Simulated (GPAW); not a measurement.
The system is LiCl.

```
Cl Li
1.0
     0.00000    2.56477    2.56477
     2.56477    0.00000    2.56477
     2.56477    2.56477    0.00000
Cl Li
1 1
Direct
  0.50000 0.50000 0.50000
  0.00000 0.00000 0.00000
```

| Property | Result |
| --- | --- |
| Program | GPAW 26.7.0 |
| Task | relaxation of cell and atoms |
| Functional | revPBE |
| Dispersion | D3(BJ) |
| Potentials or basis | the program's PAW data sets (release 1.2.1) made for this functional |
| Cutoff | 800 eV |
| Basis | pw |
| k mesh | 9 × 9 × 9 |
| Occupations | fermi-dirac, width 0.05 eV |
| Spin | no spin polarisation |

At the start: pressure -2.3 GPa; volume 16.87 Å³/atom.

Question: Where does the relaxation end?

Answer: Over 4 steps the energy falls by 8.2 meV/atom and the volume is 15.78 Å³/atom (-6.4 %); space group Fm-3m (No. 225, to 0.05 Å).

The path:
| step | energy change (eV) | largest force (eV/Å) | pressure (GPa) | volume (Å³) |
| --- | --- | --- | --- | --- |
| 1 | 0.0000 | 0.0000 | -2.31 | 33.74 |
| 2 | -0.0024 | 0.0000 | -2.16 | 33.57 |
| 3 | -0.0162 | 0.0000 | 0.22 | 31.38 |
| 4 | -0.0164 | 0.0000 | -0.02 | 31.57 |

Final structure:
```
Cl Li
1.0
     0.00000    2.50844    2.50844
     2.50844    0.00000    2.50844
     2.50844    2.50844    0.00000
Cl Li
1 1
Direct
  0.50000 0.50000 0.50000
  0.00000 0.00000 0.00000
```

Caveat: later steps reuse the first step's grids.
